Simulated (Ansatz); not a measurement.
Set up this calculation in Ansatz 0.2.0, as the native input.

- Task: single point
- Functional: PBE
- Potentials or basis: all-electron LAPW, scalar-relativistic
- Cutoff: 185 eV (chosen from the basis error)
- Basis error allowed: 0.001 eV/atom
- k mesh: 7 × 7 × 7
- Occupations: gaussian, width 0.028 eV
- Spin: no spin polarisation

SnTe:

```
Te Sn
1.0
     0.00000    3.15085    3.15085
     3.15085    0.00000    3.15085
     3.15085    3.15085    0.00000
Te Sn
1 1
Direct
  0.50000 0.50000 0.50000
  0.00000 0.00000 0.00000
```

These files were run (other wordings do the same):

input.yaml

```yaml
crystal:
  lattice:
    - [0.0, 3.15085, 3.15085]
    - [3.15085, 0.0, 3.15085]
    - [3.15085, 3.15085, 0.0]
  atoms:
    - { symbol: Te, position: [0.5, 0.5, 0.5] }
    - { symbol: Sn, position: [0.0, 0.0, 0.0] }
kpoints:
  mp_grid: { grid: [7, 7, 7] }
scf:
  occupations: { method: gaussian, width: 0.028 }
hamiltonian:
  xc: pbe
  pseudopotentials: { kind: all_electron, lapw: { basis_error: 0.001 } }
output:
  forces: true
  stress: true
  eigenvalues: true
```

Potentials or basis: all-electron LAPW, scalar-relativistic.

Run with:

```console
$ ansatz run input.yaml --threads 1 --pin off --max-ram 3072MiB --backend cpu --events-out ev --progress --plain --runs-dir out
```

Results of the run:

* Pressure: 2.2 GPa

Caveat: this odd mesh misses L, where the gap lies, so gap, dielectric constants and Born charges aren't listed.

It took 4.2 s on 1 thread of AMD EPYC 7R43 64-Core Processor (Zen 3), on a shared host, peak memory 0.32 GiB.
